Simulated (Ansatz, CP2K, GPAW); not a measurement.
P: 3 runs at one level of theory

```
CELL_PARAMETERS angstrom
2.42469 0.00000 0.00000
0.00000 2.43854 0.00000
-0.02031 0.00000 4.85243
ATOMIC_POSITIONS crystal
P 0.00000 0.00000 0.74943
P 0.00000 0.00000 0.25057
```

This isn't the form of P at room conditions, which is orthorhombic.

Alike in all runs: task single point; functional LDA; k mesh 11 × 11 × 6; occupations gaussian, width 0.05 eV; no spin polarisation; no spin-orbit coupling. LDA stands for any of its common fits. Pressure is positive in compression and, in plane waves, holds the error of the finite cutoff.

| program and potentials | plane-wave cutoff (eV) | notes | pressure (GPa) |
| --- | --- | --- | --- |
| GPAW, the program's PAW data sets (release 1.2.1) made for this functional | 600 | - | -2.41 |
| CP2K, GTH_POTENTIALS P GTH-PADE-q5; TZVP-MOLOPT-PBE-GTH basis | - | atomic basis | -2.62 |
| Ansatz, all-electron LAPW, scalar-relativistic | - | - | -2.79 |

The pressure spans -2.79 (Ansatz, all-electron LAPW, scalar-relativistic) to -2.41 GPa (GPAW, the program's PAW data sets (release 1.2.1) made for this functional), with all-electron results at -2.79. Rows in atomic bases carry the error of their basis and grid, which can be large.

The functional is the same throughout but for its coding, so the spread measures potentials, basis and numerics; runs on potential files found faulty are left out.
